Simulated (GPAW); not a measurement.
# Al in GPAW: the effect of functional

Al:

```
Al
1.0
     4.49160    0.00000    0.00000
    -2.24580    3.88984    0.00000
     0.00000    0.00000    2.72260
Al
2
Direct
  0.33333 0.66667 0.00000
  0.66666 0.33334 0.00000
```

The cell was built by a generator and needn't be a form met in nature.

Alike in all runs:

| Property | Result |
| --- | --- |
| Program | GPAW 26.7.0 |
| Task | single point |
| Cutoff | 600 eV |
| Basis | pw |
| k mesh | 7 × 7 × 10 |
| Occupations | fermi-dirac, width 0.05 eV |
| Spin | no spin polarisation |

| functional | potentials or basis | pressure (GPa) |
| --- | --- | --- |
| LDA | the program's PAW data sets (release 1.2.1) made for this functional | ? |
| PBE | GPAW PAW data sets (gpaw-data 1.2.1) | 1.7 |
| revPBE | the program's PAW data sets (release 1.2.1) made for this functional | 2.6 |
| PW91 | PAW data sets generated in the run's folder for this functional | 1.8 |
| RPBE | the program's PAW data sets (release 1.2.1) made for this functional | 2.8 |
| TPSS | GPAW PAW data sets (gpaw-data 1.2.1) | 1.0 |
| SCAN | GPAW PAW data sets (gpaw-data 1.2.1) | 0.7 |
| r2SCAN | GPAW PAW data sets (gpaw-data 1.2.1) | 0.9 |
| PBEsol | PAW data sets generated in the run's folder for this functional | 0.6 |

Question: What does the run with functional LDA give?

Answer: Pressure -0.5 GPa.

Caveats: the PAW data sets were made with another functional, which shifts forces and pressure a little (some runs).
